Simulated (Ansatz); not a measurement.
A relaxation computed with Ansatz, from input to last step.

```yaml
crystal:
  lattice:
    - [4.3878646419, 0.0, 0.0]
    - [-2.1939323209, 3.8000022483, 0.0]
    - [0.0, 0.0, 8.1718338293]
  atoms:
    - { symbol: Si, position: [0.6666666667, 0.3333333333, 0.9362076165] }
    - { symbol: Si, position: [0.6666666667, 0.3333333333, 0.5637923835] }
    - { symbol: Si, position: [0.3333333333, 0.6666666667, 0.0637923835] }
    - { symbol: Si, position: [0.3333333333, 0.6666666667, 0.4362076165] }
    - { symbol: O, position: [0.0, 0.3354145698, 0.0] }
    - { symbol: O, position: [0.3354145698, 0.3354145698, 0.5] }
    - { symbol: O, position: [0.6645854302, 0.0, 0.5] }
    - { symbol: O, position: [0.6645854302, 0.6645854302, 0.0] }
    - { symbol: O, position: [0.0, 0.6645854302, 0.5] }
    - { symbol: O, position: [0.6666666667, 0.3333333333, 0.75] }
    - { symbol: O, position: [0.3333333333, 0.6666666667, 0.25] }
    - { symbol: O, position: [0.3354145698, 0.0, 0.0] }
basis:
  ecutwfc: 420
kpoints:
  mp_grid: { grid: [6, 6, 4] }
hamiltonian:
  xc: lda
scf:
  occupations: { method: gaussian, width: 0.02 }
output:
  forces: true
  stress: true
  eigenvalues: true
relax:
  adjacent_minimum: "off"
  f_tol: 0.008
  max_steps: 50
  cell: { stress_tol: 0.08, p_target: 30.0 }
```

```bash
ansatz run input.yaml --threads 2 --pin off --max-ram 5120MiB --backend cpu --events-out ev --progress --plain --runs-dir out
```

These are results of DFT LDA, scalar-relativistic, plane waves, PAW in Ansatz 0.2.0, not measurements.

Of 9 frames 8 are shown, positions in Å and forces in eV/Å; the SCF threshold varies from step to step. Steps run on the plane waves of an earlier cell, with a Pulay correction in the pressure. The basis is chosen afresh for the last frame, the zero of the energies, and at times for earlier ones too; energy and pressure can step there, also at an unchanged geometry. Where two frames share a geometry here, they differ by under 2 meV/atom and 0.3 GPa. The relaxation lowers the enthalpy F + PV at the target pressure, so the free energy itself can rise.

```xyz
12
Lattice="4.3879 0.0000 0.0000 -2.1939 3.8000 0.0000 0.0000 0.0000 8.1718" Properties=species:S:1:pos:R:3:forces:R:3 pbc="T T T" step=1 free_energy_over_end_meV_per_atom=9.22 pressure_GPa=37.50
Si    2.1939    1.2667    7.6505    0.0000    0.0000    0.1482
Si    2.1939    1.2667    4.6072    0.0000    0.0000   -0.1482
Si    0.0000    2.5333    0.5213    0.0000    0.0000   -0.1482
Si    0.0000    2.5333    3.5646    0.0000    0.0000    0.1482
O    -0.7359    1.2746    0.0000    0.7609   -1.3179    0.0000
O     0.7359    1.2746    4.0859   -0.7609   -1.3179    0.0000
O     2.9161    0.0000    4.0859    1.5218    0.0000    0.0000
O     1.4581    2.5254    0.0000    0.7609    1.3179    0.0000
O    -1.4581    2.5254    4.0859   -0.7609    1.3179    0.0000
O     2.1939    1.2667    6.1289    0.0000    0.0000    0.0000
O     0.0000    2.5333    2.0430    0.0000    0.0000    0.0000
O     1.4718    0.0000    0.0000   -1.5218    0.0000    0.0000
12
Lattice="4.3717 0.0000 0.0000 -2.1858 3.7860 0.0000 0.0000 0.0000 8.2180" Properties=species:S:1:pos:R:3:forces:R:3 pbc="T T T" step=2 free_energy_over_end_meV_per_atom=-2.09 pressure_GPa=34.55
Si    2.1858    1.2620    7.6927    0.0000    0.0000    0.0524
Si    2.1858    1.2620    4.6342    0.0000    0.0000   -0.0524
Si    0.0000    2.5240    0.5252    0.0000    0.0000   -0.0524
Si    0.0000    2.5240    3.5838    0.0000    0.0000    0.0524
O    -0.7210    1.2489    0.0000    0.5261   -0.9113    0.0000
O     0.7210    1.2489    4.1090   -0.5261   -0.9113    0.0000
O     2.9296    0.0000    4.1090    1.0522    0.0000    0.0000
O     1.4648    2.5371    0.0000    0.5261    0.9113    0.0000
O    -1.4648    2.5371    4.1090   -0.5261    0.9113    0.0000
O     2.1858    1.2620    6.1635    0.0000    0.0000    0.0000
O     0.0000    2.5240    2.0545    0.0000    0.0000    0.0000
O     1.4421    0.0000    0.0000   -1.0522    0.0000    0.0000
12
Lattice="4.3342 0.0000 0.0000 -2.1671 3.7535 0.0000 0.0000 0.0000 8.2430" Properties=species:S:1:pos:R:3:forces:R:3 pbc="T T T" step=3 free_energy_over_end_meV_per_atom=16.52 pressure_GPa=31.24
Si    2.1671    1.2512    7.7153    0.0000    0.0000    0.4152
Si    2.1671    1.2512    4.6491    0.0000    0.0000   -0.4152
Si    0.0000    2.5024    0.5277    0.0000    0.0000   -0.4152
Si    0.0000    2.5024    3.5938    0.0000    0.0000    0.4152
O    -0.6859    1.1881    0.0000   -0.0916    0.1586    0.0000
O     0.6859    1.1881    4.1215    0.0916    0.1586    0.0000
O     2.9623    0.0000    4.1215   -0.1831    0.0000    0.0000
O     1.4812    2.5655    0.0000   -0.0916   -0.1586    0.0000
O    -1.4812    2.5655    4.1215    0.0916   -0.1586    0.0000
O     2.1671    1.2512    6.1822    0.0000    0.0000    0.0000
O     0.0000    2.5024    2.0607    0.0000    0.0000    0.0000
O     1.3719    0.0000    0.0000    0.1831    0.0000    0.0000
12
Lattice="4.3687 0.0000 0.0000 -2.1844 3.7834 0.0000 0.0000 0.0000 8.2500" Properties=species:S:1:pos:R:3:forces:R:3 pbc="T T T" step=4 free_energy_over_end_meV_per_atom=-18.55 pressure_GPa=28.06
Si    2.1844    1.2611    7.7276    0.0000    0.0000    0.1012
Si    2.1844    1.2611    4.6474    0.0000    0.0000   -0.1012
Si    0.0000    2.5223    0.5224    0.0000    0.0000   -0.1012
Si    0.0000    2.5223    3.6026    0.0000    0.0000    0.1012
O    -0.6995    1.2116    0.0000   -0.0123    0.0212    0.0000
O     0.6995    1.2116    4.1250    0.0123    0.0212    0.0000
O     2.9697    0.0000    4.1250   -0.0245    0.0000    0.0000
O     1.4848    2.5718    0.0000   -0.0123   -0.0212    0.0000
O    -1.4848    2.5718    4.1250    0.0123   -0.0212    0.0000
O     2.1844    1.2611    6.1875    0.0000    0.0000    0.0000
O     0.0000    2.5223    2.0625    0.0000    0.0000    0.0000
O     1.3991    0.0000    0.0000    0.0245    0.0000    0.0000
12
Lattice="4.3603 0.0000 0.0000 -2.1801 3.7761 0.0000 0.0000 0.0000 8.2062" Properties=species:S:1:pos:R:3:forces:R:3 pbc="T T T" step=5 free_energy_over_end_meV_per_atom=-0.35 pressure_GPa=30.05
Si    2.1801    1.2587    7.6931    0.0000    0.0000   -0.0544
Si    2.1801    1.2587    4.6162    0.0000    0.0000    0.0544
Si    0.0000    2.5174    0.5131    0.0000    0.0000    0.0544
Si    0.0000    2.5174    3.5900    0.0000    0.0000   -0.0544
O    -0.6952    1.2040    0.0000    0.0010   -0.0017    0.0000
O     0.6952    1.2040    4.1031   -0.0010   -0.0017    0.0000
O     2.9700    0.0000    4.1031    0.0020    0.0000    0.0000
O     1.4850    2.5721    0.0000    0.0010    0.0017    0.0000
O    -1.4850    2.5721    4.1031   -0.0010    0.0017    0.0000
O     2.1801    1.2587    6.1547    0.0000    0.0000    0.0000
O     0.0000    2.5174    2.0516    0.0000    0.0000    0.0000
O     1.3903    0.0000    0.0000   -0.0020    0.0000    0.0000
12
Lattice="4.3613 0.0000 0.0000 -2.1806 3.7770 0.0000 0.0000 0.0000 8.2058" Properties=species:S:1:pos:R:3:forces:R:3 pbc="T T T" step=6 free_energy_over_end_meV_per_atom=-1.19 pressure_GPa=30.00
Si    2.1806    1.2590    7.6921    0.0000    0.0000    0.0035
Si    2.1806    1.2590    4.6166    0.0000    0.0000   -0.0035
Si    0.0000    2.5180    0.5137    0.0000    0.0000   -0.0035
Si    0.0000    2.5180    3.5892    0.0000    0.0000    0.0035
O    -0.6956    1.2048    0.0000   -0.0004    0.0007    0.0000
O     0.6956    1.2048    4.1029    0.0004    0.0007    0.0000
O     2.9701    0.0000    4.1029   -0.0008    0.0000    0.0000
O     1.4851    2.5722    0.0000   -0.0004   -0.0007    0.0000
O    -1.4851    2.5722    4.1029    0.0004   -0.0007    0.0000
O     2.1806    1.2590    6.1543    0.0000    0.0000    0.0000
O     0.0000    2.5180    2.0514    0.0000    0.0000    0.0000
O     1.3912    0.0000    0.0000    0.0008    0.0000    0.0000
12
Lattice="4.3613 0.0000 0.0000 -2.1806 3.7770 0.0000 0.0000 0.0000 8.2058" Properties=species:S:1:pos:R:3:forces:R:3 pbc="T T T" step=7 free_energy_over_end_meV_per_atom=-0.68 pressure_GPa=29.93
Si    2.1806    1.2590    7.6921    0.0000    0.0000    0.0036
Si    2.1806    1.2590    4.6166    0.0000    0.0000   -0.0036
Si    0.0000    2.5180    0.5137    0.0000    0.0000   -0.0036
Si    0.0000    2.5180    3.5892    0.0000    0.0000    0.0036
O    -0.6956    1.2048    0.0000   -0.0003    0.0005    0.0000
O     0.6956    1.2048    4.1029    0.0003    0.0005    0.0000
O     2.9701    0.0000    4.1029   -0.0005    0.0000    0.0000
O     1.4851    2.5722    0.0000   -0.0003   -0.0005    0.0000
O    -1.4851    2.5722    4.1029    0.0003   -0.0005    0.0000
O     2.1806    1.2590    6.1543    0.0000    0.0000    0.0000
O     0.0000    2.5180    2.0514    0.0000    0.0000    0.0000
O     1.3912    0.0000    0.0000    0.0005    0.0000    0.0000
12
Lattice="4.3599 0.0000 0.0000 -2.1799 3.7758 0.0000 0.0000 0.0000 8.2083" Properties=species:S:1:pos:R:3:forces:R:3 pbc="T T T" step=9 free_energy_over_end_meV_per_atom=0.00 pressure_GPa=30.00
Si    2.1799    1.2586    7.6940    0.0000    0.0000    0.0002
Si    2.1799    1.2586    4.6184    0.0000    0.0000   -0.0002
Si    0.0000    2.5172    0.5143    0.0000    0.0000   -0.0002
Si    0.0000    2.5172    3.5899    0.0000    0.0000    0.0002
O    -0.6952    1.2041    0.0000    0.0000    0.0000    0.0000
O     0.6952    1.2041    4.1042    0.0000    0.0000    0.0000
O     2.9695    0.0000    4.1042    0.0001    0.0000    0.0000
O     1.4847    2.5716    0.0000    0.0000    0.0000    0.0000
O    -1.4847    2.5716    4.1042    0.0000    0.0000    0.0000
O     2.1799    1.2586    6.1562    0.0000    0.0000    0.0000
O     0.0000    2.5172    2.0521    0.0000    0.0000    0.0000
O     1.3904    0.0000    0.0000   -0.0001    0.0000    0.0000
```

The run took 57 s on 2 threads of Arm Neoverse V2, with other jobs on the host, peak memory 0.4 GiB.